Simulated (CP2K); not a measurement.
Crystal: Ni.

```xyz
1
Lattice="2.4573 0.0000 0.0000 1.2286 2.1281 0.0000 1.2286 0.7094 2.0064" Properties=species:S:1:pos:R:3 pbc="T T T"
Ni    0.0000    0.0000    0.0000
```

Base run:

- Program: CP2K 2026.2
- Functional: AM05
- Potentials or basis: GTH_POTENTIALS Ni GTH-PBE-q18; TZVP-MOLOPT-SR-GTH basis
- Density cutoff: 13606 eV
- k mesh: 13 × 13 × 13
- Occupations: fermi-dirac, width 0.05 eV
- Spin: collinear spin, ferromagnetic start
- Starting moments: [1.0] μB

Its results: pressure -3.2 GPa.

Task: After a change of settings the same cell gave: pressure 515.0 GPa. Which change was it?
A. functional from AM05 to PBEsol
B. functional from AM05 to PBE
C. functional from AM05 to LDA
D. functional from AM05 to BEEF-vdW

Result: D.

Caveats: the potentials were made for another functional, which shifts forces and pressure; the basis of atomic orbitals isn't converged, which shifts pressures, moduli and gaps; the total moment is fixed, so each spin has its own Fermi level; a pressure of tens of GPa on the cell as given is suspect, and the run, the potentials or the cell itself is likely at fault (some runs).
